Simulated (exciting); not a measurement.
This exciting (release sodium) run on Tl needs a look.

input.xml

```xml
<input>
  <title>Tl</title>
  <structure speciespath="./" tshift="false">
    <crystal scale="1">
      <basevect>6.530893486707 0.000000000000 0.000000000000</basevect>
      <basevect>-3.265446743353 5.655919668938 0.000000000000</basevect>
      <basevect>0.000000000000 0.000000000000 10.440736838557</basevect>
    </crystal>
    <species speciesfile="Tl.xml" rmt="2.3">
      <atom coord="0.667496000000 0.319638000000 0.741252000000"/>
      <atom coord="0.329032000000 0.662754000000 0.242871000000"/>
    </species>
  </structure>
  <groundstate do="fromscratch" ngridk="1 1 1" rgkmax="9" gmaxvr="14" lmaxapw="10" lmaxmat="10" lmaxvr="8" xctype="GGA_PBE_R" stype="Fermi Dirac" swidth="0.00036749" nempty="10" ValenceRelativity="iora*" epsengy="1e-05" epspot="1e-05" maxscl="60" tforce="true" outputlevel="high"/>
  <relax method="bfgs" epsforce="0.0005" maxsteps="30" outputlevel="normal"/>
</input>
```

Potentials or basis: all-electron LAPW+lo, shipped species files, valence relativity iora*.

Launch:

```sh
$ OMP_NUM_THREADS=1 exciting_smp
```

INFO.OUT:

```text
================================================================================
EXCITING SODIUM started
All units are atomic (Hartree, Bohr, etc.)
================================================================================

********************************************************************************
* Structural optimisation starting from atomic densities                       *
********************************************************************************

++++++++++++++++++++++++++++++++++++++++++++++++++++++++++++++++++++++++++++++++
+ Starting initialization                                                      +
[... 893 lines left out ...]
 Optimized atomic positions (lattice) :
 atom     1  Tl  :     0.66488925    0.32450623    0.74206801
 atom     2  Tl  :     0.33163875    0.65788577    0.24205499

 Total atomic forces including IBS (cartesian) :
 atom     1  Tl  :     0.00000243    0.00000288   -0.00001601
 atom     2  Tl  :    -0.00000243   -0.00000288    0.00001601

 Atomic force components including IBS (cartesian) :
 atom     1  Tl  :    -0.00000094    0.00001287   -0.00024736   HF force
                 :    -0.00000643   -0.00001581    0.00025508   core correction
                 :     0.00000979    0.00000582   -0.00002373   IBS correction
 atom     2  Tl  :     0.00000094   -0.00001287    0.00024736   HF force
                 :     0.00000643    0.00001581   -0.00025508   core correction
                 :    -0.00000979   -0.00000582    0.00002373   IBS correction

********************************************************************************
* Structure-optimization module stopped                                        *
********************************************************************************

================================================================================
| EXCITING SODIUM stopped                                                      =
================================================================================
```

Question: How did it end, and where is the flaw?

Answer: The calculation finished and met its thresholds. The input holds a flaw that was put in on purpose: one k point (ngridk = 1 × 1 × 1). The program doesn't stop on it, so the numbers can't be trusted though the run ends normally.
